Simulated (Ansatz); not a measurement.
**Ti3Al: a one-atom displacement scan**

The task, for Ti3Al: measure how stiffly atom 1 (Ti) is held.

The COD entry's cell or inner coordinates are ideal or old and differ from later refinements, so a difference from it is no clean test against experiment.

Computed with Ansatz 0.2.0 (DFT PBE, scalar-relativistic, plane waves, PAW, unless a step's input says otherwise).

1 further run of the same task is left out (set aside as unsound or not needed). Runs told in other sessions of the task aren't counted.

### 1 The system as given

It takes space group P6_3/mmc (No. 194, hexagonal). Conventional cell: a = 5.755 Å, b = 5.755 Å, c = 4.654 Å, α = 90.00°, β = 90.00°, γ = 120.00°. Ti (site symmetry mm2) is surrounded by 8 Ti at 2.82 to 2.93 Å and 4 Al at 2.84 to 2.88 Å. Around Al (site symmetry -6m2) lie 12 Ti at 2.84 to 2.88 Å.

As a file:

```xyz
8
Lattice="5.7553 0.0000 0.0000 -2.8777 4.9843 0.0000 0.0000 0.0000 4.6541" Properties=species:S:1:pos:R:3 pbc="T T T"
Ti    4.2896    0.8463    1.1635
Ti    1.4119    4.1380    3.4906
Ti    2.8777    3.2917    1.1635
Ti   -1.4119    4.1380    3.4906
Ti    1.4658    0.8463    1.1635
Ti    0.0000    1.6925    3.4906
Al    0.0000    3.3228    1.1635
Al    2.8777    1.6614    3.4906
```

This cell was relaxed beforehand with the same method: volume 16.69 Å³/atom, gap on the mesh none (metal).

### 2 Zero of energy

The reference gives a free energy of -16075.2770 eV, pressure 0.05 GPa, largest force 0.006 eV/Å and gap on the mesh none (metal). It was computed beforehand with the settings of the runs below.

### 3 The scan: a one-atom displacement scan

Atom 1 (Ti) is moved by x along the Cartesian unit vector (-0.700, -0.420, -0.577); the cell and all other atoms stay fixed. Forces below are components along that vector, summed over the moved atoms. In a periodic cell its images move with it.

### 4 At x = -0.600 Å

input.yaml

```yaml
crystal:
  lattice:
    - [5.755338447, 0.0, 0.0]
    - [-2.8776692235, 4.9842693025, 0.0]
    - [0.0, 0.0, 4.6541380974]
  atoms:
    - { symbol: Ti, position: [0.9284988948, 0.2203262642, 0.3244125795] }
    - { symbol: Ti, position: [0.6604227485, 0.8302113742, 0.75] }
    - { symbol: Ti, position: [0.8302113742, 0.6604227485, 0.25] }
    - { symbol: Ti, position: [0.1697886258, 0.8302113742, 0.75] }
    - { symbol: Ti, position: [0.3395772515, 0.1697886258, 0.25] }
    - { symbol: Ti, position: [0.1697886258, 0.3395772515, 0.75] }
    - { symbol: Al, position: [0.3333333333, 0.6666666667, 0.25] }
    - { symbol: Al, position: [0.6666666667, 0.3333333333, 0.75] }
basis:
  ecutwfc: 420
kpoints:
  mp_grid: { grid: [12, 12, 8] }
hamiltonian:
  xc: pbe
scf:
  occupations: { method: gaussian, width: 0.15 }
output:
  forces: true
  stress: true
  eigenvalues: true
```

The run is started by

```sh
$ ansatz run input.yaml --threads 2 --pin off --max-ram 5120MiB --backend cpu --events-out ev --progress --plain --runs-dir out
```

### 5 x = 0.450 Å

Changes to input.yaml since step 4:

```diff
@@ -6,3 +6,3 @@
   atoms:
-    - { symbol: Ti, position: [0.9284988948, 0.2203262642, 0.3244125795] }
+    - { symbol: Ti, position: [0.7564957338, 0.1318853969, 0.1941905654] }
     - { symbol: Ti, position: [0.6604227485, 0.8302113742, 0.75] }
```

### 6 Point x = -0.300 Å

Changes to input.yaml since step 5:

```diff
@@ -6,3 +6,3 @@
   atoms:
-    - { symbol: Ti, position: [0.7564957338, 0.1318853969, 0.1941905654] }
+    - { symbol: Ti, position: [0.8793551345, 0.195057445, 0.2872062897] }
     - { symbol: Ti, position: [0.6604227485, 0.8302113742, 0.75] }
```

### 7 x = 0.150 Å

Changes to input.yaml since step 6:

```diff
@@ -6,3 +6,3 @@
   atoms:
-    - { symbol: Ti, position: [0.8793551345, 0.195057445, 0.2872062897] }
+    - { symbol: Ti, position: [0.8056394941, 0.1571542162, 0.2313968551] }
     - { symbol: Ti, position: [0.6604227485, 0.8302113742, 0.75] }
```

### 8 At x = 0.600 Å

Changes to input.yaml since step 7:

```diff
@@ -6,3 +6,3 @@
   atoms:
-    - { symbol: Ti, position: [0.8056394941, 0.1571542162, 0.2313968551] }
+    - { symbol: Ti, position: [0.7319238537, 0.1192509873, 0.1755874205] }
     - { symbol: Ti, position: [0.6604227485, 0.8302113742, 0.75] }
```

### 9 Point x = -0.450 Å

Changes to input.yaml since step 8:

```diff
@@ -6,3 +6,3 @@
   atoms:
-    - { symbol: Ti, position: [0.7319238537, 0.1192509873, 0.1755874205] }
+    - { symbol: Ti, position: [0.9039270146, 0.2076918546, 0.3058094346] }
     - { symbol: Ti, position: [0.6604227485, 0.8302113742, 0.75] }
```

### 10 At x = 0.300 Å

Changes to input.yaml since step 9:

```diff
@@ -6,3 +6,3 @@
   atoms:
-    - { symbol: Ti, position: [0.9039270146, 0.2076918546, 0.3058094346] }
+    - { symbol: Ti, position: [0.781067614, 0.1445198065, 0.2127937103] }
     - { symbol: Ti, position: [0.6604227485, 0.8302113742, 0.75] }
```

### 11 x = -0.150 Å

Changes to input.yaml since step 10:

```diff
@@ -6,3 +6,3 @@
   atoms:
-    - { symbol: Ti, position: [0.781067614, 0.1445198065, 0.2127937103] }
+    - { symbol: Ti, position: [0.8547832544, 0.1824230354, 0.2686031449] }
     - { symbol: Ti, position: [0.6604227485, 0.8302113742, 0.75] }
@@ -26 +26,5 @@
   eigenvalues: true
+  write_density: true
+  write_potential: true
+  elf: true
+  volumetric_format: npy
```

(Steps that only read results are left out.)

Q: Predict the outcome of this session.

As calculated:

```
                             quantity       value
force constant along x, over ±0.150 Å  7.39 eV/Å²
```

**Reading.** The restoring force grows by 7.39 eV/Å per Å near the site; for the mass of Ti against a rigid frame that is a vibration of about 205 cm⁻¹. The step of 0.15 Å is wide, so anharmonic terms mix in. No sampled point lies below the undisturbed cell.
